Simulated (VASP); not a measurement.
# CdS (Hawleyite) (F-43m) in VASP: further runs, part 3 of 3

VASP 6.6.1.

## 5. G0W0 quasiparticle levels, PBE

The input, POSCAR:

```
CdS
1.0
    0.0000000000      2.9165000000      2.9165000000
    2.9165000000      0.0000000000      2.9165000000
    2.9165000000      2.9165000000      0.0000000000
Cd S
1 1
Direct
    0.0000000000      0.0000000000      0.0000000000
    0.7500000000      0.7500000000      0.7500000000
```

The input, INCAR.step1:

```
SYSTEM = CdS
  PREC = Accurate
  ENCUT = 450
  EDIFF = 1E-8
  ISMEAR = 0
  SIGMA = 0.01
  LREAL = .FALSE.
  LASPH = .TRUE.
  NELM = 80
  ALGO = Normal
  LWAVE = .TRUE.
  LCHARG = .FALSE.
  GGA = PE
```

The input, INCAR.step2:

```
SYSTEM = CdS
  PREC = Accurate
  ENCUT = 450
  EDIFF = 1E-8
  ISMEAR = 0
  SIGMA = 0.01
  LREAL = .FALSE.
  LASPH = .TRUE.
  NELM = 1
  ALGO = Exact
  LWAVE = .TRUE.
  LCHARG = .FALSE.
  GGA = PE
  NBANDS = 207
  LOPTICS = .TRUE.
  ISTART = 1
```

The input, INCAR.step3:

```
SYSTEM = CdS
  PREC = Accurate
  ENCUT = 450
  EDIFF = 1E-8
  ISMEAR = 0
  SIGMA = 0.01
  LREAL = .FALSE.
  LASPH = .TRUE.
  ALGO = EVGW0
  LWAVE = .FALSE.
  LCHARG = .FALSE.
  GGA = PE
  NELMGW = 1
  NBANDS = 207
  ENCUTGW = 200
  NOMEGA = 48
  PRECFOCK = Fast
  ISTART = 1
  NBANDSGW = 17
```

The input, KPOINTS:

```
regular mesh
0
G
  3 3 3
  0 0 0
```

Potentials or basis: VASP PAW PBE potentials, release 64 (Cd_GW, S_GW).

Started as:

```
$ cat potpaw_PBE.64/Cd_GW/POTCAR potpaw_PBE.64/S_GW/POTCAR > POTCAR
$ cp INCAR.step1 INCAR
$ mpirun -np 1 vasp_std > vasp.out
$ cp INCAR.step2 INCAR
$ mpirun -np 1 vasp_std > vasp.out
$ cp INCAR.step3 INCAR
$ mpirun -np 1 vasp_std > vasp.out
```

OUTCAR:

```text
SYSTEM = CdS
   PREC = Accurate
   ENCUT = 450
   EDIFF = 1E-8
   ISMEAR = 0
   LREAL = .FALSE.
   LASPH = .TRUE.
   GGA = PE
   NELMGW = 1
   ENCUTGW = 200
   PRECFOCK = Fast
   ISTART = 1

 Found      4 irreducible k-points:

 Following reciprocal coordinates:
            Coordinates               Weight
  0.000000  0.000000  0.000000      1.000000
  0.333333  0.000000  0.000000      8.000000
  0.333333  0.333333  0.000000      6.000000
 -0.333333  0.333333  0.000000     12.000000
   k-points           NKPTS =      4   k-points in BZ     NKDIM =     27   number of bands    NBANDS=    207
[... 60 lines left out ...]
   NELMGW              =     1    number of iterations in solving QP/BSE equation
   NELMHF              =     1    number of iterations in the inner HF iteration
   NKREDLFX            =     1    NKREDLFY  =   1   NKREDLFZ  =   1
 non-spin polarized calculation
 Gauss-broadening in eV      SIGMA  =   0.01
  energy-cutoff  :      450.00
  volume of cell :       49.62
 maximum number of plane-waves:      1089
 NGX is ok and might be reduce to    30
  NGX = 16; NGY = 16; NGZ = 16
   NGX = 15   NGY = 15   NGZ = 15
 maximum number of plane-waves:       331

 QP shifts <psi_nk| G(iteration)W_0 |psi_nk>: iteration 1
 for sc-GW calculations column KS-energies equals QP-energies in previous step
 and V_xc(KS)=  KS-energies - (<T + V_ion + V_H > + <T+V_H+V_ion>^1  + <V_x>^1)

 k-point   1 :       0.0000    0.0000    0.0000
  band No.  KS-energies  QP-energies   sigma(KS)   V_xc(KS)     V^pw_x(r,r')   Z            occupation Imag(sigma)

      1      -9.6269     -10.1243     -13.7795     -12.9919     -20.9027       0.6315       2.0000       1.0796
      2      -5.0684      -6.8677     -17.7852     -15.1709     -22.9360       0.6883       2.0000       0.3041
      3      -5.0684      -6.8677     -17.7852     -15.1709     -22.9360       0.6883       2.0000       0.3041
      4      -5.0684      -6.8677     -17.7852     -15.1709     -22.9360       0.6883       2.0000       0.3041
      5      -4.5976      -6.5129     -18.2435     -15.4962     -23.2435       0.6972       2.0000       0.2635
      6      -4.5976      -6.5129     -18.2435     -15.4962     -23.2435       0.6972       2.0000       0.2635
[... 59 lines left out ...]
      3      -4.8169      -6.6645     -18.0740     -15.4167     -23.1912       0.6953       2.0000       0.3011
      4      -4.6468      -6.5552     -18.1539     -15.4189     -23.1757       0.6978       2.0000       0.2749
      5      -4.5750      -6.4964     -18.2539     -15.5085     -23.2673       0.6998       2.0000       0.2663
      6      -4.0334      -5.8064     -18.1391     -15.5957     -23.1416       0.6971       2.0000       0.3023
[... 9 lines left out ...]
     16      17.1131      17.3328      -9.8626     -10.1620      -3.8311       0.7340       0.0000      -0.5243
     17      17.7266      18.0592     -10.5726     -11.0242      -4.1776       0.7364       0.0000      -0.6908
```

OUTCAR.step1:

```text
SYSTEM = CdS
   PREC = Accurate
   ENCUT = 450
   EDIFF = 1E-8
   ISMEAR = 0
   LREAL = .FALSE.
   LASPH = .TRUE.
[... 171 lines left out ...]
      0.00000      0.00000      0.00000         0.000000      0.000000      0.000000
      4.37475      4.37475      4.37475        -0.000000     -0.000000     -0.000000
 -----------------------------------------------------------------------------------
    total drift:                               -0.000000     -0.000000     -0.000000

  FREE ENERGIE OF THE ION-ELECTRON SYSTEM (eV)
  ---------------------------------------------------
  free  energy   TOTEN  =        -6.0051047980 eV

  energy  without entropy=       -6.0051047980  energy(sigma->0) =       -6.00510480
```

Run time: 52 s. Hardware: 1 thread of Intel Xeon 6975P-C (Granite Rapids), shared host; peak memory 0.41 GiB.

The run converged, but some of its settings lie outside the range that counts as converged, so its numbers aren't taken as properties of the crystal.

What came out:

* Band gap on the k mesh, mean-field level: 1.10 eV, direct
* Quasiparticle gap: 1.84 eV
* Least direct quasiparticle gap: 1.84 eV

Caveat: the k mesh is coarse (spacing up to 0.62 Å⁻¹), so the values aren't converged; bands, screening cutoff and mesh are small and nothing is extrapolated, so the quasiparticle values aren't converged.

## 6. G0W0 quasiparticle levels, PBE

POSCAR is that of step 5.

The input, INCAR.step1:

```
SYSTEM = CdS
PREC = Accurate
ENCUT = 450
EDIFF = 1E-8
ISMEAR = 0
SIGMA = 0.01
LREAL = .False.
LASPH = .True.
NELM = 60
ALGO = Fast
LWAVE = .True.
LCHARG = .False.
GGA = PE
```

The input, INCAR.step2:

```
SYSTEM = CdS
PREC = Accurate
ENCUT = 450
EDIFF = 1E-8
ISMEAR = 0
SIGMA = 0.01
LREAL = .False.
LASPH = .True.
NELM = 1
ALGO = Exact
LWAVE = .True.
LCHARG = .False.
GGA = PE
NBANDS = 207
LOPTICS = .True.
ISTART = 1
```

The input, INCAR.step3:

```
SYSTEM = CdS
PREC = Accurate
ENCUT = 450
EDIFF = 1E-8
ISMEAR = 0
SIGMA = 0.01
LREAL = .False.
LASPH = .True.
ALGO = EVGW0
LWAVE = .False.
LCHARG = .False.
GGA = PE
NELMGW = 1
NBANDS = 207
ENCUTGW = 200
NOMEGA = 48
PRECFOCK = Fast
ISTART = 1
NBANDSGW = 17
```

The input, KPOINTS:

```
Automatic mesh
0
Gamma
  4 4 4
  0 0 0
```

Potentials or basis: VASP PAW PBE potentials, release 64 (Cd_GW, S_GW).

Started as:

```
$ cat potpaw_PBE.64/Cd_GW/POTCAR potpaw_PBE.64/S_GW/POTCAR > POTCAR
$ cp INCAR.step1 INCAR
$ mpirun -np 1 vasp_std > vasp.out
$ cp INCAR.step2 INCAR
$ mpirun -np 1 vasp_std > vasp.out
$ cp INCAR.step3 INCAR
$ mpirun -np 1 vasp_std > vasp.out
```

OUTCAR:

```text
SYSTEM = CdS
   PREC = Accurate
   ENCUT = 450
   EDIFF = 1E-8
   ISMEAR = 0
   LREAL = .False.
   LASPH = .True.
   GGA = PE
   NELMGW = 1
   ENCUTGW = 200
   PRECFOCK = Fast
   ISTART = 1

 Found      8 irreducible k-points:

 Following reciprocal coordinates:
            Coordinates               Weight
  0.000000  0.000000  0.000000      1.000000
  0.250000  0.000000  0.000000      8.000000
  0.500000  0.000000  0.000000      4.000000
  0.250000  0.250000  0.000000      6.000000
  0.500000  0.250000  0.000000     24.000000
 -0.250000  0.250000  0.000000     12.000000
   k-points           NKPTS =      8   k-points in BZ     NKDIM =     64   number of bands    NBANDS=    207
   number of dos      NEDOS =    301   number of ions     NIONS =      2
   total plane-waves  NPLWV =  27000
   dimension x,y,z NGX =    30 NGY =   30 NGZ =   30
   dimension x,y,z NGXF=    60 NGYF=   60 NGZF=   60
   ions per type =               1   1
   NGX,Y,Z   is equivalent  to a cutoff of  12.09, 12.09, 12.09 a.u.
   NGXF,Y,Z  is equivalent  to a cutoff of  24.18, 24.18, 24.18 a.u.
 SYSTEM =  CdS
   PREC   = accura    normal or accurate (medium, high low for compatibility)
   ISTART =      1    job   : 0-new  1-cont  2-samecut
   ICHARG =      0    charge: 1-file 2-atom 10-const
   ISPIN  =      1    spin polarized calculation?
   LNONCOLLINEAR =      F non collinear calculations
   LSORBIT =      F    spin-orbit coupling
   LASPH  =      T    aspherical Exc in radial PAW
   ENCUT  =  450.0 eV  33.07 Ry    5.75 a.u.   7.13  7.13  7.13*2*pi/ulx,y,z
   NELM   =     60;   NELMIN=  2; NELMDL=  0     # of ELM steps
   EDIFF  = 0.1E-07   stopping-criterion for ELM
   LREAL  =      F    real-space projection
   EDIFFG = 0.1E-06   stopping-criterion for IOM
   NSW    =      0    number of steps for IOM
   IBRION =     -1    ionic relax: 0-MD 1-quasi-New 2-CG
   NFREE  =      0    steps in history (QN), initial steepest desc. (CG)
   ISIF   =      0    stress and relaxation
   ISYM   =      3    0-nonsym 1-usesym 2-fastsym
   POTIM  = 0.5000    time-step for ionic-motion
   TEBEG  =    0.0;   TEEND  =   0.0 temperature during run
   PSTRESS=    0.0 pullay stress
   NELECT =      18.0000    total number of electrons
   NUPDOWN=      -1.0000    fix difference up-down
   EMIN   =  10.00;   EMAX   =-10.00  energy-range for DOS
   EFERMI =   0.00;   METHOD = LEGACY
   ISMEAR =     0;   SIGMA  =   0.01  broadening in eV -4-tet -1-fermi 0-gaus
   EFERMI_NEDOS =   21; number of points for ismear=-14 and -15
   IALGO  =     38    algorithm
   IMIX   =      4    mixing-type and parameters
     AMIX     =   0.40;   BMIX     =  1.00
     AMIX_MAG =   1.60;   BMIX_MAG =  1.00
  volume/ion in A,a.u.               =      24.81       167.41
  Fermi-wavevector in a.u.,A,eV,Ry     =   1.167599  2.206442 18.548649  1.363287
  Thomas-Fermi vector in A             =   2.304097
   LORBIT       =      0    0 simple, 1 ext, 2 COOP (PROOUT), +10 PAW based schemes
   GGA     = PE    functional components
   LHFCALC =     T    Hartree Fock is set to
   PRECFOCK=fast      Normal, Fast or Accurate (Low or Medium for compatibility)
   ENCUT4O =  -1.0   cutoff for four orbital integrals eV
   NKREDX  =     1    reduce k-point grid by
   NKREDY  =     1    reduce k-point grid by
   NKREDZ  =     1    reduce k-point grid by
   AEXX    =    1.0000 exact exchange contribution
   HFSCREEN=    0.0000 screening length (either q_TF or 0.3 A-1)
   HFSCREENC=   0.0000 screening length for correlation (either q_TF or 0.3 A-1)
   ENCUTFOCK=  -1.0 apply spherical cutoff to Coloumb kernel
   IVDW    =     0    specifies the selected vdW correction
   LEPSILON=     F    determine dielectric tensor
   LRPA    =     F    only Hartree local field effects (RPA)
   LRPAFORCE           =     F    calculate RPA forces
   ENCUTGW             = 200.0    cutoff for response function in eV
   ENCUTGWSOFT         = 160.0    soft cutoff for Coulomb kernel in GW response function in eV
   ENCUTLF             =  -1.0    cutoff for local field effects
   NELMGW              =     1    number of iterations in solving QP/BSE equation
   NELMHF              =     1    number of iterations in the inner HF iteration
   NKREDLFX            =     1    NKREDLFY  =   1   NKREDLFZ  =   1
 non-spin polarized calculation
 Gauss-broadening in eV      SIGMA  =   0.01
  energy-cutoff  :      450.00
  volume of cell :       49.62
 maximum number of plane-waves:      1090
 NGX is ok and might be reduce to    30
  NGX = 16; NGY = 16; NGZ = 16
   NGX = 15   NGY = 15   NGZ = 15
 maximum number of plane-waves:       332

 QP shifts <psi_nk| G(iteration)W_0 |psi_nk>: iteration 1
 for sc-GW calculations column KS-energies equals QP-energies in previous step
 and V_xc(KS)=  KS-energies - (<T + V_ion + V_H > + <T+V_H+V_ion>^1  + <V_x>^1)

 k-point   1 :       0.0000    0.0000    0.0000
  band No.  KS-energies  QP-energies   sigma(KS)   V_xc(KS)     V^pw_x(r,r')   Z            occupation Imag(sigma)

      1      -9.6917     -10.2003     -13.8330     -12.9991     -20.9180       0.6099       2.0000       0.9674
      2      -5.0717      -6.9327     -17.8462     -15.1662     -22.9053       0.6944       2.0000       0.2801
      3      -5.0717      -6.9327     -17.8462     -15.1662     -22.9053       0.6944       2.0000       0.2801
      4      -5.0717      -6.9327     -17.8462     -15.1662     -22.9053       0.6944       2.0000       0.2801
      5      -4.5942      -6.5804     -18.3184     -15.4980     -23.2327       0.7042       2.0000       0.2378
      6      -4.5942      -6.5804     -18.3184     -15.4980     -23.2327       0.7042       2.0000       0.2378
[... 9 lines left out ...]
     16      14.1053      14.0087      -8.0673      -7.9384      -2.4398       0.7493       0.0000      -0.3186
     17      15.9428      15.8056      -7.4313      -7.2490      -2.1294       0.7526       0.0000      -0.4290
[... 88 lines left out ...]
      1      -9.2674      -9.8508     -14.4804     -13.5662     -21.3962       0.6381       2.0000       0.9329
      2      -4.9199      -6.8136     -17.9480     -15.2360     -22.9660       0.6983       2.0000       0.2763
      3      -4.9066      -6.7948     -18.0297     -15.3236     -23.0684       0.6978       2.0000       0.2775
      4      -4.6186      -6.5747     -18.1340     -15.3541     -23.0574       0.7037       2.0000       0.2510
      5      -4.6055      -6.5895     -18.2841     -15.4688     -23.2069       0.7047       2.0000       0.2408
      6      -4.3412      -6.1861     -17.9577     -15.3303     -22.8768       0.7022       2.0000       0.2773
[... 9 lines left out ...]
     16      15.8119      16.1875     -10.3994     -10.9130      -4.4878       0.7312       0.0000      -0.4317
     17      16.8097      16.8758      -8.6023      -8.6890      -2.9598       0.7618       0.0000      -0.5124

 [... further k-points ...]
```

OUTCAR.step2:

```text
SYSTEM = CdS
   PREC = Accurate
   ENCUT = 450
   EDIFF = 1E-8
[... 592 lines left out ...]
  --------------------------------------------------------------------------------------------------------------
     0.00000    11.55085    11.55085    11.55085    -0.00000    -0.00000     0.00000
     1.86173     5.16019     5.16019     5.16019    -0.00000    -0.00000     0.00000
     3.72347     2.83498     2.83498     2.83498    -0.00000    -0.00000     0.00000
     5.58520     3.03430     3.03430     3.03430     0.00000    -0.00000    -0.00000
     7.44693     1.71485     1.71485     1.71485    -0.00000    -0.00000     0.00000
     9.30866     0.43193     0.43193     0.43193     0.00000     0.00000     0.00000
[... 92 lines left out ...]
   182.44980     0.98027     0.98027     0.98027     0.00000     0.00000     0.00000
   184.31153     0.98070     0.98070     0.98070     0.00000     0.00000     0.00000
```

Run time: 4.2 min. Hardware: 1 thread of AMD EPYC 9R45 (Zen 5), shared host; peak memory 0.56 GiB.

The run converged, but some of its settings lie outside the range that counts as converged, so its numbers aren't taken as properties of the crystal.

What came out:

```yaml
Band_gap_on_the_k_mesh_mean-field_level: 1.13 eV, direct
Quasiparticle_gap: 1.95 eV
Least_direct_quasiparticle_gap: 1.95 eV
```

Caveat: the k mesh is coarse (spacing up to 0.47 Å⁻¹), so the values aren't converged; bands, screening cutoff and mesh are small and nothing is extrapolated, so the quasiparticle values aren't converged.
